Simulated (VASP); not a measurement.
# KNbO3 (P4mm) in VASP: equation of state

How stiff is KNbO3 in PBE, and what volume does it want? The cell is scaled to several volumes.

Program: VASP 6.6.1. These are calculated values, not measurements. Logs are shortened: lines on timing, memory, paths and dates and some standing lists are left out, and cuts for length are marked.

## (1) The crystal as given

Symmetry: P4mm, No. 99, tetragonal system. The conventional cell has a = 3.996 Å, b = 3.996 Å, c = 4.063 Å, α = 90.00°, β = 90.00°, γ = 90.00°. Around Nb (site symmetry 4mm) lie 5 O at 1.85 to 2.00 Å. Around K (site symmetry 4mm) lie 12 O at 2.79 to 2.91 Å. O (site symmetry 2mm) is surrounded by 2 Nb at 2.00 Å. O (site symmetry 4mm) has 1 Nb at 1.85 Å as nearest neighbours.

Measurements of this composition are mostly on another form, of space group No. 38.

## (2) Equation of state, PBE, 12.20 Å³/atom (volume scaled by 0.94)

INCAR

```
SYSTEM = KNbO3
PREC = Accurate ; ENCUT = 520
EDIFF = 1E-7 ; ISMEAR = -1
SIGMA = 0.05 ; LREAL = .False.
LASPH = .True. ; NELM = 60
ALGO = Normal ; ISIF = 2
LWAVE = .False. ; LCHARG = .False.
GGA = PE ; NBANDS = 28
```

KPOINTS

```
regular mesh
0
Gamma
  7 7 7
  0 0 0
```

POSCAR

```
KNbO3
1.0
    3.9144260904      0.0000000000      0.0000000000
    0.0000000000      3.9144260904      0.0000000000
    0.0000000000      0.0000000000      3.9800583597
Nb K O
1 1 3
Direct
    0.5000000000      0.5000000000      0.5000000000
    0.0000000000      0.0000000000      0.0180000000
    0.0000000000      0.5000000000      0.5400000000
    0.5000000000      0.0000000000      0.5400000000
    0.5000000000      0.5000000000      0.0440000000
```

Potentials or basis: VASP PAW PBE potentials, release 64 (Nb_sv, K_sv, O).

On the command line:

```bash
cat potpaw_PBE.64/Nb_sv/POTCAR potpaw_PBE.64/K_sv/POTCAR potpaw_PBE.64/O/POTCAR > POTCAR
mpirun -np 1 vasp_std > vasp.out
```

OUTCAR:

```text
SYSTEM = KNbO3
   PREC = Accurate
   ENCUT = 520
   EDIFF = 1E-7
   ISMEAR = -1
   LREAL = .False.
   LASPH = .True.
   NELM = 60
   ISIF = 2
   GGA = PE

 Found     40 irreducible k-points:

 Following reciprocal coordinates:
            Coordinates               Weight
  0.000000  0.000000  0.000000      1.000000
  0.142857  0.000000  0.000000      4.000000
  0.285714  0.000000  0.000000      4.000000
  0.428571  0.000000  0.000000      4.000000
  0.142857  0.142857  0.000000      4.000000
  0.285714  0.142857  0.000000      8.000000
   k-points           NKPTS =     40   k-points in BZ     NKDIM =     40   number of bands    NBANDS=     28
   number of dos      NEDOS =    301   number of ions     NIONS =      5
   total plane-waves  NPLWV =  27000
   dimension x,y,z NGX =    30 NGY =   30 NGZ =   30
   dimension x,y,z NGXF=    60 NGYF=   60 NGZF=   60
   ions per type =               1   1   3
   NGX,Y,Z   is equivalent  to a cutoff of  12.74, 12.74, 12.53 a.u.
   NGXF,Y,Z  is equivalent  to a cutoff of  25.48, 25.48, 25.06 a.u.
 SYSTEM =  KNbO3
   PREC   = accura    normal or accurate (medium, high low for compatibility)
   ISTART =      0    job   : 0-new  1-cont  2-samecut
   ICHARG =      2    charge: 1-file 2-atom 10-const
   ISPIN  =      1    spin polarized calculation?
   LNONCOLLINEAR =      F non collinear calculations
   LSORBIT =      F    spin-orbit coupling
   LASPH  =      T    aspherical Exc in radial PAW
   ENCUT  =  520.0 eV  38.22 Ry    6.18 a.u.   7.28  7.28  7.40*2*pi/ulx,y,z
   NELM   =     60;   NELMIN=  2; NELMDL= -5     # of ELM steps
   EDIFF  = 0.1E-06   stopping-criterion for ELM
   LREAL  =      F    real-space projection
   EDIFFG = 0.1E-05   stopping-criterion for IOM
   NSW    =      0    number of steps for IOM
   IBRION =     -1    ionic relax: 0-MD 1-quasi-New 2-CG
[... 8 lines left out ...]
   EMIN   =  10.00;   EMAX   =-10.00  energy-range for DOS
   EFERMI =   0.00;   METHOD = LEGACY
   ISMEAR =    -1;   SIGMA  =   0.05  broadening in eV -4-tet -1-fermi 0-gaus
   EFERMI_NEDOS =   21; number of points for ismear=-14 and -15
   IALGO  =     38    algorithm
   IMIX   =      4    mixing-type and parameters
     AMIX     =   0.40;   BMIX     =  1.00
     AMIX_MAG =   1.60;   BMIX_MAG =  1.00
  volume/ion in A,a.u.               =      12.20        82.31
  Fermi-wavevector in a.u.,A,eV,Ry     =   1.422393  2.687933 27.527334  2.023202
  Thomas-Fermi vector in A             =   2.543102
   LORBIT       =      0    0 simple, 1 ext, 2 COOP (PROOUT), +10 PAW based schemes
   GGA     = PE    functional components
   LHFCALC =     F    Hartree Fock is set to
   AEXX    =    0.0000 exact exchange contribution
   IVDW    =     0    specifies the selected vdW correction
   LEPSILON=     F    determine dielectric tensor
   LRPA    =     F    only Hartree local field effects (RPA)
 non-spin polarized calculation
  energy-cutoff  :      520.00
  volume of cell :       60.99
 maximum number of plane-waves:      1663
 NGX is ok and might be reduce to    30
   NGX = 15   NGY = 15   NGZ = 15

 number of electron      40.0000010 magnetization

 Free energy of the ion-electron system (eV)
  ---------------------------------------------------
  ext. energy  EPLUGINS =         0.00000000
  ---------------------------------------------------
  free energy    TOTEN  =       -38.62770001 eV

  energy without entropy =      -38.62770001  energy(sigma->0) =      -38.62770001

 E-fermi :   4.6765     XC(G=0): -11.0409

 val. band max:        3.7250579263   @ k =   0.4286   0.4286   0.4286
 cond. band min:       5.5199884445   @ k =   0.0000   0.0000   0.0000
 fundamental gap:      1.7949305182
 Fermi energy:         4.6764821877

 k-point     1 :       0.0000    0.0000    0.0000
  band No.  band energies     occupation
      1     -50.8123      2.00000
      2     -27.0911      2.00000
      3     -26.9330      2.00000
      4     -26.9330      2.00000
      5     -23.5789      2.00000
      6     -13.5727      2.00000
      7     -13.1327      2.00000
      8     -13.1245      2.00000
      9      -7.1370      2.00000
     10      -7.1322      2.00000
     11      -7.1322      2.00000
     12       1.5490      2.00000
     13       1.5595      2.00000
     14       1.5595      2.00000
     15       2.1030      2.00000
     16       2.1030      2.00000
     17       2.5404      2.00000
     18       2.7592      2.00000
     19       2.9412      2.00000
     20       2.9412      2.00000
     21       5.5200      0.00000
     22       6.2326      0.00000
     23       6.2326      0.00000
     24       9.9238      0.00000
     25      10.0461      0.00000
     26      10.8061      0.00000
     27      11.7129      0.00000
     28      11.8468      0.00000

 k-point     2 :       0.1429    0.0000    0.0000
  band No.  band energies     occupation
      1     -50.8116      2.00000
      2     -27.0898      2.00000
      3     -26.9689      2.00000
      4     -26.9317      2.00000
      5     -23.5715      2.00000
      6     -13.5336      2.00000
      7     -13.1255      2.00000
      8     -12.9774      2.00000
      9      -7.1298      2.00000
     10      -7.1237      2.00000
     11      -7.1009      2.00000
     12       1.0075      2.00000
     13       1.4723      2.00000
     14       1.5053      2.00000
     15       1.8019      2.00000
     16       2.0095      2.00000
     17       2.4730      2.00000
     18       2.5801      2.00000
     19       2.6304      2.00000
     20       2.8483      2.00000
     21       6.1132      0.00000
     22       6.2933      0.00000
     23       6.4775      0.00000
     24      10.0164      0.00000
     25      10.7038      0.00000
     26      11.2673      0.00000
     27      12.0127      0.00000
     28      12.1237      0.00000

 k-point     3 :       0.2857    0.0000    0.0000
  band No.  band energies     occupation
      1     -50.8102      2.00000
      2     -27.0872      2.00000
      3     -27.0479      2.00000
      4     -26.9290      2.00000
      5     -23.5550      2.00000
      6     -13.5398      2.00000
      7     -13.1137      2.00000
      8     -12.5090      2.00000
      9      -7.1117      2.00000
     10      -7.1047      2.00000
     11      -7.0317      2.00000
     12      -0.2907      2.00000
     13       1.1762      2.00000
     14       1.3330      2.00000
     15       1.6074      2.00000
     16       1.7225      2.00000
     17       2.0630      2.00000
     18       2.2698      2.00000
     19       2.3648      2.00000
     20       2.6931      2.00000
     21       6.2920      0.00000
     22       7.3317      0.00000
     23       7.4267      0.00000
     24      10.0101      0.00000
     25      11.6417      0.00000
     26      12.3338      0.00000
     27      12.7417      0.00000
     28      13.0132      0.00000

 k-point     4 :       0.4286    0.0000    0.0000
  band No.  band energies     occupation
      1     -50.8090      2.00000
      2     -27.1103      2.00000
      3     -27.0844      2.00000
      4     -26.9268      2.00000
      5     -23.5421      2.00000
      6     -13.5730      2.00000
      7     -13.1042      2.00000
      8     -12.0537      2.00000
      9      -7.0963      2.00000
     10      -7.0894      2.00000
     11      -6.9758      2.00000
     12      -1.3095      2.00000
     13       0.9056      2.00000
     14       1.1267      2.00000
     15       1.5457      2.00000
     16       1.5633      2.00000
     17       1.6822      2.00000
     18       2.0935      2.00000
     19       2.2996      2.00000
     20       2.6481      2.00000
     21       6.3391      0.00000
     22       8.1966      0.00000
     23       8.3210      0.00000
     24       9.9833      0.00000
     25      12.2530      0.00000
     26      12.9520      0.00000
     27      13.2918      0.00000
     28      14.1353      0.00000

 k-point     5 :       0.1429    0.1429    0.0000
  band No.  band energies     occupation
      1     -50.8110      2.00000
      2     -27.0886      2.00000
      3     -26.9684      2.00000
      4     -26.9665      2.00000
      5     -23.5650      2.00000
      6     -13.4714      2.00000
      7     -13.0249      2.00000
      8     -12.9420      2.00000
      9      -7.1405      2.00000
     10      -7.1213      2.00000
     11      -7.0613      2.00000
     12       0.9438      2.00000
     13       0.9620      2.00000
     14       1.3831      2.00000
     15       1.7303      2.00000
     16       1.7538      2.00000
     17       1.8580      2.00000
     18       2.5511      2.00000
     19       2.8341      2.00000
     20       2.8833      2.00000
     21       6.3597      0.00000
     22       6.5507      0.00000
     23       6.6485      0.00000
     24      10.3698      0.00000
     25      11.2147      0.00000
     26      11.5803      0.00000
     27      12.2979      0.00000
     28      12.3682      0.00000

 k-point     6 :       0.2857    0.1429    0.0000
  band No.  band energies     occupation
      1     -50.8095      2.00000
      2     -27.0860      2.00000
      3     -27.0461      2.00000
      4     -26.9643      2.00000
      5     -23.5508      2.00000
      6     -13.4488      2.00000
      7     -12.9884      2.00000
      8     -12.5173      2.00000
      9      -7.1316      2.00000
     10      -7.1007      2.00000
     11      -7.0195      2.00000
     12      -0.3057      2.00000
     13       0.6681      2.00000
     14       1.1381      2.00000
     15       1.2297      2.00000
     16       1.5058      2.00000
     17       1.7998      2.00000
     18       2.2815      2.00000
     19       2.7361      2.00000
     20       2.8206      2.00000
     21       6.5118      0.00000
     22       7.4176      0.00000
     23       7.5710      0.00000
     24      10.4586      0.00000
     25      12.1157      0.00000
     26      12.5919      0.00000
     27      12.9400      0.00000
     28      13.1892      0.00000

 [... further k-points ...]
[... 5 lines left out ...]
  --------------------------------------------------------------------------------------
  -------------------------------------------------------------------------------------
  Total        5.7945909      5.7945909      7.0556971      0.0000000     -0.0000000      0.0000000
  in kB      152.2326229    152.2326229    185.3637802      0.0000000     -0.0000000      0.0000000
  external PRESSURE =     163.2763420 kB  Pullay stress =       0.0000000 kB

 VOLUME and BASIS-vectors are now :
 -----------------------------------------------------------------------------
  energy-cutoff  :      520.00
  volume of cell :       60.99
      direct lattice vectors                 reciprocal lattice vectors
     3.914426090  0.000000000  0.000000000     0.255465291  0.000000000  0.000000000
     0.000000000  3.914426090  0.000000000     0.000000000  0.255465291  0.000000000
     0.000000000  0.000000000  3.980058360     0.000000000  0.000000000  0.251252597

 POSITION                                       TOTAL-FORCE (eV/Angst)
 -----------------------------------------------------------------------------------
      1.95721      1.95721      1.99003         0.000000     -0.000000      0.840359
      0.00000      0.00000      0.07164         0.000000      0.000000      0.006936
      0.00000      1.95721      2.14923        -0.000000      0.000000      0.126608
      1.95721      0.00000      2.14923         0.000000      0.000000      0.126608
      1.95721      1.95721      0.17512         0.000000      0.000000     -1.100511
 -----------------------------------------------------------------------------------
    total drift:                                0.000000      0.000000     -0.000332

  FREE ENERGIE OF THE ION-ELECTRON SYSTEM (eV)
  ---------------------------------------------------
  free  energy   TOTEN  =       -38.6277000111 eV

  energy  without entropy=      -38.6277000095  energy(sigma->0) =      -38.62770001
```

Run time: 32 s. Hardware: 1 thread of Intel Xeon 6975P-C (Granite Rapids), shared host; peak memory 0.2 GiB.

What came out:

| Quantity | Value |
| --- | --- |
| Free energy | -38.6277 eV |
| Pressure | 16.3 GPa |
| Largest force | 1.101 eV/Å |
| Band gap on the k mesh | 1.79 eV, indirect (least direct gap 2.57 eV) |

Caveat: an odd mesh through Γ misses points on the zone boundary, where band edges often lie; forces of over 1 eV/Å show positions far from the minimum, so gaps and moduli don't describe the material at rest.

## (3) Equation of state, PBE, 12.46 Å³/atom (volume scaled by 0.96)

INCAR

```
PREC = Accurate
ENCUT = 520
EDIFF = 1E-7
ISMEAR = -1
SIGMA = 0.05
LREAL = F
LASPH = T
NELM = 100
ALGO = Normal
ISIF = 2
LWAVE = F
LCHARG = F
GGA = PE
NBANDS = 28
```

KPOINTS

```
regular mesh
0
Gamma
  7 7 7
```

Changes to POSCAR since step 2:

```diff
@@ -2,5 +2,5 @@
 1.0
-    3.9144260904      0.0000000000      0.0000000000
-    0.0000000000      3.9144260904      0.0000000000
-    0.0000000000      0.0000000000      3.9800583597
+    3.9419933796      0.0000000000      0.0000000000
+    0.0000000000      3.9419933796      0.0000000000
+    0.0000000000      0.0000000000      4.0080878632
 Nb K O
```

Potentials or basis: VASP PAW PBE potentials, release 64 (Nb_sv, K_sv, O).

On the command line:

```bash
cat potpaw_PBE.64/Nb_sv/POTCAR potpaw_PBE.64/K_sv/POTCAR potpaw_PBE.64/O/POTCAR > POTCAR
mpirun -np 1 vasp_std > vasp.out
```

Wall time 32 s (1 thread of Intel Xeon 6975P-C (Granite Rapids), shared host); peak memory 0.2 GiB.

Results (log left out):

```yaml
Free_energy: -38.7417 eV
Pressure: 11.5 GPa
Largest_force: 0.754 eV/Å
Band_gap_on_the_k_mesh: 1.75 eV, indirect (least direct gap 2.53 eV)
```

Caveat: an odd mesh through Γ misses points on the zone boundary, where band edges often lie.

## (4) Equation of state, PBE, 12.72 Å³/atom (volume scaled by 0.98)

INCAR

```
SYSTEM = KNbO3
  PREC = Accurate
  ENCUT = 520
  EDIFF = 1E-7
  ISMEAR = -1
  SIGMA = 0.05
  LREAL = .False.
  LASPH = .True.
  NELM = 100
  ALGO = Normal
  ISIF = 2
  LWAVE = .False.
  LCHARG = .False.
  GGA = PE
  NBANDS = 28
```

KPOINTS

```
regular mesh
0
Gamma
  7 7 7
  0 0 0
```

Changes to POSCAR since step 3:

```diff
@@ -2,5 +2,5 @@
 1.0
-    3.9419933796      0.0000000000      0.0000000000
-    0.0000000000      3.9419933796      0.0000000000
-    0.0000000000      0.0000000000      4.0080878632
+    3.9691804000      0.0000000000      0.0000000000
+    0.0000000000      3.9691804000      0.0000000000
+    0.0000000000      0.0000000000      4.0357307220
 Nb K O
```

On the command line:

```bash
cat potpaw_PBE.64/Nb_sv/POTCAR potpaw_PBE.64/K_sv/POTCAR potpaw_PBE.64/O/POTCAR > POTCAR
mpirun -np 1 vasp_std > vasp.out
```

It took 36 s on 1 thread of Intel Xeon 6975P-C (Granite Rapids), shared host; peak memory 0.21 GiB.

Results (log left out):

```yaml
Free_energy: -38.8185 eV
Pressure: 7.1 GPa
Largest_force: 0.430 eV/Å
Band_gap_on_the_k_mesh: 1.70 eV, indirect (least direct gap 2.48 eV)
```

Caveat: an odd mesh through Γ misses points on the zone boundary, where band edges often lie.

(Continued in part 2 of 2.)
